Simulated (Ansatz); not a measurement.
The parent structure is LiI in the rock salt structure (space group Fm-3m, No. 225; a = 6.019 Å). Axes: x, y, z lie along the cube axes.

Structures relaxed with Ansatz (a program for electronic structure), PBE, PAW, cutoff 420 eV, without spin-orbit coupling.

Base:

Simulated powder pattern, Cu Kα1, λ = 1.54056 Å (kinematic, ideal powder, no thermal factors, no anomalous dispersion; the 14 strongest lines at most, above 2 %, up to 2θ = 90°):

| 2θ (°) | I/Imax (%) | hkl |
|---|---|---|
| 25.61 | 100 | (111) |
| 29.66 | 61 | (200) |
| 42.44 | 45 | (220) |
| 50.23 | 46 | (311) |
| 52.63 | 16 | (222) |
| 61.58 | 7.4 | (400) |
| 67.81 | 19 | (331) |
| 69.82 | 20 | (420) |
| 77.65 | 15 | (422) |
| 83.36 | 15 | (333) |

After one change:

Simulated powder pattern, Cu Kα1, λ = 1.54056 Å (kinematic, ideal powder, no thermal factors, no anomalous dispersion; the 14 strongest lines at most, above 2 %, up to 2θ = 90°):

| 2θ (°) | I/Imax (%) |
|---|---|
| 25.53 | 100 |
| 26.53 | 91 |
| 29.86 | 79 |
| 30.73 | 36 |
| 41.43 | 16 |
| 43.38 | 56 |
| 44.01 | 13 |
| 49.87 | 31 |
| 51.57 | 43 |
| 52.13 | 14 |
| 52.45 | 16 |
| 54.63 | 14 |
| 70.82 | 13 |
| 72.20 | 18 |

What was done to the base?
(A) biaxial strain −3.40 %, plane normal [110], relaxed out of plane
(B) biaxial strain +1.13 %, plane normal [001], relaxed out of plane
(C) biaxial strain +1.46 %, plane normal [111], relaxed out of plane
(D) uniaxial strain ε_yy = −4.98 %

A, biaxial strain −3.40 %, plane normal [110], relaxed out of plane. Its volume per atom is 26.03 Å³ against 27.26 Å³, and its space group is Immm (No. 71).

No phonon test of stability was made.
